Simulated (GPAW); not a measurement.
Input of a GPAW 26.7.0 run:

The input run.py:

```python
import numpy as np
import spglib
from ase import Atoms
from ase.dft.bandgap import bandgap
from ase.io import read, write
from ase.units import GPa
from gpaw import GPAW, PW, setup_paths
from gpaw.spinorbit import soc_eigenstates

setup_paths.insert(0, '.')

atoms = read('PbSe.cif')
cell, positions, numbers = spglib.find_primitive(
    (atoms.cell[:], atoms.get_scaled_positions(), atoms.numbers), symprec=1e-4)
atoms = Atoms(numbers, cell=cell, scaled_positions=positions, pbc=True)

calc = GPAW(mode=PW(600),
            xc='GGA_X_SOGGA+GGA_C_PBE_SOL',
            kpts={'size': (6, 6, 6), 'gamma': True},
            occupations={'name': 'fermi-dirac', 'width': 0.05},
            nbands=19,
            convergence={'density': 1e-05, 'energy': 1e-05},
            maxiter=150,
            txt='gpaw.txt')
atoms.calc = calc
energy = atoms.get_potential_energy()
forces = atoms.get_forces()
stress = atoms.get_stress()
calc.write('gs.gpw')
write('result.traj', atoms)
print(f'Energy: {energy:.6f} eV')
print('Forces (eV/A):')
print(forces.round(4))
print('Stress (GPa):', (stress / GPa).round(3))
print('Fermi level:', round(calc.get_fermi_level(), 4), 'eV')
print(f'Gap: {bandgap(calc)[0]:.4f} eV, direct: {bandgap(calc, direct=True)[0]:.4f} eV')

path = atoms.cell.bandpath('GXWKGLUWLK,UX', npoints=100, eps=1e-4)
bs_calc = calc.fixed_density(kpts=path, symmetry='off', nbands=31,
                             convergence={'bands': 'CBM+6.0', 'eigenstates': 1e-6}, txt='bands.txt')
bs = bs_calc.band_structure()
bs.write('bs.json')
print(f'Gap on the path: {bandgap(bs_calc)[0]:.4f} eV')

soc = soc_eigenstates(bs_calc, theta=90, phi=0)
np.savetxt('soc_bands.dat', soc.eigenvalues(), fmt='%.4f')
mesh = soc_eigenstates('gs.gpw', theta=90, phi=0)
np.savetxt('soc_mesh.dat', mesh.eigenvalues(), fmt='%.4f')
print('Fermi level with spin-orbit coupling:', round(mesh.fermi_level, 4), 'eV')
```

The input PbSe.cif:

```cif
data_PbSe
_cell_length_a 6.12130000
_cell_length_b 6.12130000
_cell_length_c 6.12130000
_cell_angle_alpha 90.00000000
_cell_angle_beta 90.00000000
_cell_angle_gamma 90.00000000
_space_group_name_H-M_alt 'Fm-3m'
_space_group_name_Hall '-F 4 2 3'
_space_group_IT_number 225
loop_
_space_group_symop_operation_xyz
'x,y,z'
'-x,-y,-z'
'-y,x,z'
'y,-x,-z'
'-x,-y,z'
'x,y,-z'
'y,-x,z'
'-y,x,-z'
'x,-y,-z'
'-x,y,z'
'-y,-x,-z'
'y,x,z'
'-x,y,-z'
'x,-y,z'
'y,x,-z'
'-y,-x,z'
'z,x,y'
'-z,-x,-y'
'z,-y,x'
'-z,y,-x'
'z,-x,-y'
'-z,x,y'
'z,y,-x'
'-z,-y,x'
'-z,x,-y'
'z,-x,y'
'-z,-y,-x'
'z,y,x'
'-z,-x,y'
'z,x,-y'
'-z,y,x'
'z,-y,-x'
'y,z,x'
'-y,-z,-x'
'x,z,-y'
'-x,-z,y'
'-y,z,-x'
'y,-z,x'
'-x,z,y'
'x,-z,-y'
'-y,-z,x'
'y,z,-x'
'-x,-z,-y'
'x,z,y'
'y,-z,-x'
'-y,z,x'
'x,-z,y'
'-x,z,-y'
'x,y+1/2,z+1/2'
'-x,-y+1/2,-z+1/2'
'-y,x+1/2,z+1/2'
'y,-x+1/2,-z+1/2'
'-x,-y+1/2,z+1/2'
'x,y+1/2,-z+1/2'
'y,-x+1/2,z+1/2'
'-y,x+1/2,-z+1/2'
'x,-y+1/2,-z+1/2'
'-x,y+1/2,z+1/2'
'-y,-x+1/2,-z+1/2'
[... 41 lines left out ...]
'-x+1/2,-y,z+1/2'
'x+1/2,y,-z+1/2'
'y+1/2,-x,z+1/2'
'-y+1/2,x,-z+1/2'
'x+1/2,-y,-z+1/2'
'-x+1/2,y,z+1/2'
'-y+1/2,-x,-z+1/2'
'y+1/2,x,z+1/2'
'-x+1/2,y,-z+1/2'
'x+1/2,-y,z+1/2'
'y+1/2,x,-z+1/2'
'-y+1/2,-x,z+1/2'
'z+1/2,x,y+1/2'
'-z+1/2,-x,-y+1/2'
'z+1/2,-y,x+1/2'
'-z+1/2,y,-x+1/2'
'z+1/2,-x,-y+1/2'
'-z+1/2,x,y+1/2'
'z+1/2,y,-x+1/2'
'-z+1/2,-y,x+1/2'
'-z+1/2,x,-y+1/2'
'z+1/2,-x,y+1/2'
'-z+1/2,-y,-x+1/2'
'z+1/2,y,x+1/2'
'-z+1/2,-x,y+1/2'
'z+1/2,x,-y+1/2'
'-z+1/2,y,x+1/2'
'z+1/2,-y,-x+1/2'
'y+1/2,z,x+1/2'
'-y+1/2,-z,-x+1/2'
'x+1/2,z,-y+1/2'
'-x+1/2,-z,y+1/2'
'-y+1/2,z,-x+1/2'
'y+1/2,-z,x+1/2'
'-x+1/2,z,y+1/2'
'x+1/2,-z,-y+1/2'
'-y+1/2,-z,x+1/2'
'y+1/2,z,-x+1/2'
'-x+1/2,-z,-y+1/2'
'x+1/2,z,y+1/2'
'y+1/2,-z,-x+1/2'
'-y+1/2,z,x+1/2'
'x+1/2,-z,y+1/2'
'-x+1/2,z,-y+1/2'
'x+1/2,y+1/2,z'
'-x+1/2,-y+1/2,-z'
'-y+1/2,x+1/2,z'
'y+1/2,-x+1/2,-z'
'-x+1/2,-y+1/2,z'
'x+1/2,y+1/2,-z'
'y+1/2,-x+1/2,z'
'-y+1/2,x+1/2,-z'
'x+1/2,-y+1/2,-z'
'-x+1/2,y+1/2,z'
'-y+1/2,-x+1/2,-z'
'y+1/2,x+1/2,z'
'-x+1/2,y+1/2,-z'
'x+1/2,-y+1/2,z'
'y+1/2,x+1/2,-z'
'-y+1/2,-x+1/2,z'
'z+1/2,x+1/2,y'
'-z+1/2,-x+1/2,-y'
'z+1/2,-y+1/2,x'
'-z+1/2,y+1/2,-x'
'z+1/2,-x+1/2,-y'
'-z+1/2,x+1/2,y'
'z+1/2,y+1/2,-x'
'-z+1/2,-y+1/2,x'
'-z+1/2,x+1/2,-y'
'z+1/2,-x+1/2,y'
'-z+1/2,-y+1/2,-x'
'z+1/2,y+1/2,x'
'-z+1/2,-x+1/2,y'
'z+1/2,x+1/2,-y'
'-z+1/2,y+1/2,x'
'z+1/2,-y+1/2,-x'
'y+1/2,z+1/2,x'
'-y+1/2,-z+1/2,-x'
'x+1/2,z+1/2,-y'
'-x+1/2,-z+1/2,y'
'-y+1/2,z+1/2,-x'
'y+1/2,-z+1/2,x'
'-x+1/2,z+1/2,y'
'x+1/2,-z+1/2,-y'
'-y+1/2,-z+1/2,x'
'y+1/2,z+1/2,-x'
'-x+1/2,-z+1/2,-y'
'x+1/2,z+1/2,y'
'y+1/2,-z+1/2,-x'
'-y+1/2,z+1/2,x'
'x+1/2,-z+1/2,y'
'-x+1/2,z+1/2,-y'
loop_
_atom_site_label
_atom_site_type_symbol
_atom_site_symmetry_multiplicity
_atom_site_Wyckoff_symbol
_atom_site_fract_x
_atom_site_fract_y
_atom_site_fract_z
_atom_site_occupancy
Pb1 Pb 4 a 0.0000000000 0.0000000000 0.0000000000 1
Se1 Se 4 b 0.5000000000 0.0000000000 0.0000000000 1
```

Potentials or basis: PAW data sets generated in the run's folder for this functional, pw.

Run with:

```console
$ gpaw-setup -f GGA_X_SOGGA+GGA_C_PBE_SOL Pb Se
$ OMP_NUM_THREADS=1 python run.py
```

What does it give for the band gap along the path?

0.44 eV, indirect (least direct gap 0.51 eV).

What does it give for the band gap on the k mesh?

0.47 eV, direct.

Predict the pressure.

-0.9 GPa.

Levels at the corners of the path, in eV from the valence-band top:
```
point  band 16  band 17  band 18  band 19  band 20  band 21  band 22  band 23  band 24  band 25
    Γ    -2.05    -1.26    -1.26    -1.26    -1.26     3.11     3.11     6.03     6.03     6.03
    X    -4.72    -3.19    -3.19    -2.60    -2.60     3.98     3.98     4.70     4.70     6.64
    W    -4.12    -3.77    -3.77    -0.38    -0.38     1.95     1.95     5.21     5.21     5.39
    K    -4.31    -2.53    -2.53    -1.91    -1.91     3.22     3.22     4.52     4.52     5.81
    Γ    -2.05    -1.26    -1.26    -1.26    -1.26     3.11     3.11     6.03     6.03     6.03
    L    -1.20    -0.96    -0.96    -0.10    -0.10     0.44     0.44     1.72     1.72     2.76
    U    -4.31    -2.53    -2.53    -1.91    -1.91     3.22     3.22     4.52     4.52     5.81
    W    -4.12    -3.77    -3.77    -0.38    -0.38     1.95     1.95     5.21     5.21     5.39
    L    -1.20    -0.96    -0.96    -0.10    -0.10     0.44     0.44     1.72     1.72     2.76
    K    -4.31    -2.53    -2.53    -1.91    -1.91     3.22     3.22     4.52     4.52     5.81
    U    -4.31    -2.53    -2.53    -1.91    -1.91     3.22     3.22     4.52     4.52     5.81
    X    -4.72    -3.19    -3.19    -2.60    -2.60     3.98     3.98     4.70     4.70     6.64
```

Caveat: spin-orbit coupling was added after a scalar SCF, so levels and gaps hold it while energy, forces, pressure and moments don't; this program's spin-orbit splittings come out too wide for heavy elements.

**What was measured.**

From a printed reference work, monograph, for a bulk crystal of PbSe at 4.2 K: band gap 0.15 eV (direct).

Against the measured direct gap of PbSe, 0.15 eV (direct; 4.2 K; a printed reference work, monograph), the calculated 0.51 eV is off by +0.36 eV. 2 values of this kind are on record (0.15 to 0.28 eV); this one was drawn at random. The value is that of SOGGA, without temperature or zero-point motion.
